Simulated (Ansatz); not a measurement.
The calculation used Ansatz, DFT PBE, scalar-relativistic, plane waves, PAW. Settings: cutoff 420 eV, Γ-centred meshes spaced at most about 0.3 Å⁻¹, and about 0.25 Å⁻¹ or finer for metals (2π included), Gaussian smearing. No spin polarisation.

These are static total energies at zero pressure.

Two forms of GeSe5 were relaxed alike.

A.

```
CELL_PARAMETERS angstrom
5.34790 0.00000 0.00000
0.00000 4.75184 0.00000
-0.26835 0.00000 7.03726
ATOMIC_POSITIONS crystal
Ge 0.00000 0.97481 0.00000
Se 0.34668 0.28275 0.11709
Se 0.65332 0.28275 0.88291
Se 0.83390 0.71249 0.26468
Se 0.00000 0.03470 0.50000
Se 0.16611 0.71249 0.73532
```

B.

```
CELL_PARAMETERS angstrom
3.56773 2.05983 3.44502
-3.56773 2.05983 3.44502
0.00000 -4.11965 3.44502
ATOMIC_POSITIONS crystal
Ge 0.50000 0.50000 0.50000
Se 0.50000 0.00000 0.50000
Se 0.50000 0.50000 0.00000
Se 0.00000 0.50000 0.50000
Se 0.17798 0.17798 0.17798
Se 0.82202 0.82202 0.82202
```

**Question.** Which is lower in energy, and by how much?

**Answer.** A is lower, by 154 meV/atom. A has space group P2 (No. 3), 29.8 Å³/atom and a gap of 0.49 eV on its mesh; B has space group R-3m (No. 166), 25.3 Å³/atom and no gap. Counting Se atoms around Ge (those within 1.25 times the shortest such distance or 1.15 times the sum of covalent radii, 1.27 where that leaves under three; a plus sign parts nearer from farther groups), A has Ge 4 and B has Ge 6+2. A holds Se–Se units of three or more atoms (shortest 2.37 Å); B holds Se–Se nets (shortest 2.61 Å). In A, Ge is surrounded by 4 Se at 2.44–2.48 Å; around Se on a site of symmetry 1 lie 1 Se at 2.37 Å and 1 Ge at 2.48 Å; Se on a second site of symmetry 1 has 1 Se at 2.40 Å and 1 Ge at 2.44 Å; 1 more site not described. In B, Ge is surrounded by 6 Se at 2.69 Å and 2 Se at 3.33 Å; Se on a site of symmetry 2/m has 2 Se at 2.61 Å and 2 Ge at 2.69 Å; Se on a site of symmetry 3m is surrounded by 3 Se at 2.61 Å. Both come from invented guesses.

No dispersion correction is applied, so the spacing and binding between layers, chains or molecules are poorly described (P2), and this can change margins and order among such cells. Kohn–Sham gaps at this level usually fall short of measured ones. Cells relaxed within their symmetry can be saddle points.
